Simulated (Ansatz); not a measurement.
# WSe2: energy and pressure over a range of volumes

One table from this session's results is given with a row withheld; the runs are named, their logs left out.

Program: Ansatz 0.2.0. Level of theory: DFT PBE, scalar-relativistic. These are calculated values, not measurements.

## The system as given

Symmetry: P6_3/mmc, No. 194, hexagonal system. The conventional cell has a = 3.290 Å, b = 3.290 Å, c = 12.970 Å, α = 90.00°, β = 90.00°, γ = 120.00°. Around W (site symmetry -6m2) lie 6 Se at 2.53 Å. Se (site symmetry 3m) is surrounded by 3 W at 2.53 Å.

Coordinates:

```xyz
6
Lattice="3.2900 0.0000 0.0000 -1.6450 2.8492 0.0000 0.0000 0.0000 12.9700" Properties=species:S:1:pos:R:3 pbc="T T T"
W     0.0000    1.8995    3.2425
W     1.6450    0.9497    9.7275
Se    0.0000    1.8995    8.0544
Se    1.6450    0.9497    1.5694
Se    0.0000    1.8995   11.4006
Se    1.6450    0.9497    4.9156
```

Atoms are numbered in the order of the input: W1, W2, Se3, Se4, Se5, Se6.

The first run:

Contents of input.yaml:

```yaml
crystal:
  lattice:
    - [3.2228367798, 0.0, 0.0]
    - [-1.6114183898, 2.7910585235, 0.0]
    - [0.0, 0.0, 12.70523183]
  atoms:
    - { symbol: W, position: [0.3333333333, 0.6666666667, 0.25] }
    - { symbol: W, position: [0.6666666667, 0.3333333333, 0.75] }
    - { symbol: Se, position: [0.3333333333, 0.6666666667, 0.621] }
    - { symbol: Se, position: [0.6666666667, 0.3333333333, 0.121] }
    - { symbol: Se, position: [0.3333333333, 0.6666666667, 0.879] }
    - { symbol: Se, position: [0.6666666667, 0.3333333333, 0.379] }
kpoints:
  mp_grid: { grid: [11, 11, 3] }
  band_path:
    path:
      - [0.0, 0.0, 0.0]
      - [0.5, 0.0, 0.0]
      - [0.3333333333, 0.3333333333, 0.0]
      - [0.0, 0.0, 0.0]
      - [0.0, 0.0, 0.5]
      - [0.5, 0.0, 0.5]
      - [0.3333333333, 0.3333333333, 0.5]
      - [0.0, 0.0, 0.5]
      - [0.5, 0.0, 0.5]
    npoints: 5
scf:
  occupations: { method: fermi_dirac, width: 0.08 }
hamiltonian:
  xc: pbe
  pseudopotentials: { kind: all_electron, lapw: { basis_error: 0.0005 } }
output:
  forces: true
  stress: true
  eigenvalues: true
```

On the command line:

```
ansatz run input.yaml --threads 2 --pin off --max-ram 6144MiB --backend cpu --events-out ev --progress --plain --runs-dir out
```

Among the steps run: Volume × 0.94, LAPW; Volume × 0.94, PAW; Volume × 0.94, crystal datasets; Volume × 0.98, LAPW; Volume × 0.98, PAW; Volume × 0.98, crystal datasets; Volume × 1.01, LAPW; Volume × 1.01, PAW; Volume × 1.01, crystal datasets; Volume × 1.04, LAPW; Volume × 1.04, PAW; Volume × 1.04, crystal datasets.

One table of the session follows, with a row left open; its other results are not shown here.

It belongs to the step «Fits». 

| method | volume (Å³/atom) | pressure (GPa) | gap on the k mesh (eV) | largest force (eV/Å) |
| --- | --- | --- | --- | --- |
| LAPW | 19.048 | 14.15 | 0.89 | 1.294 |
| LAPW | 19.858 | 6.85 | 0.94 | 0.518 |
| LAPW | 20.466 | 2.32 | 0.96 | 0.011 |
| LAPW | 21.074 | -1.55 | 0.98 | 0.440 |
| PAW | 19.048 | ? | ? | ? |
| PAW | 19.858 | 6.82 | 0.93 | 0.515 |
| PAW | 20.466 | 2.27 | 0.96 | 0.007 |
| PAW | 21.074 | -1.60 | 0.98 | 0.445 |
| crystal datasets | 19.048 | 14.15 | 0.89 | 1.295 |
| crystal datasets | 19.858 | 6.85 | 0.94 | 0.518 |
| crystal datasets | 20.466 | 2.32 | 0.96 | 0.011 |
| crystal datasets | 21.074 | -1.55 | 0.98 | 0.440 |

**Question.** Estimate the row for PAW, 19.048.

The run gave: pressure (GPa): 14.12; gap on the k mesh (eV): 0.89; largest force (eV/Å): 1.292. In the column «pressure (GPa)» it lies between crystal datasets, 19.858 (6.85) and LAPW, 19.048 (14.15).

To keep in mind: Shape and positions are held, so a fully relaxed modulus can be lower. Warnings in the runs' records: gradients without spin orbit, crystal datasets made.
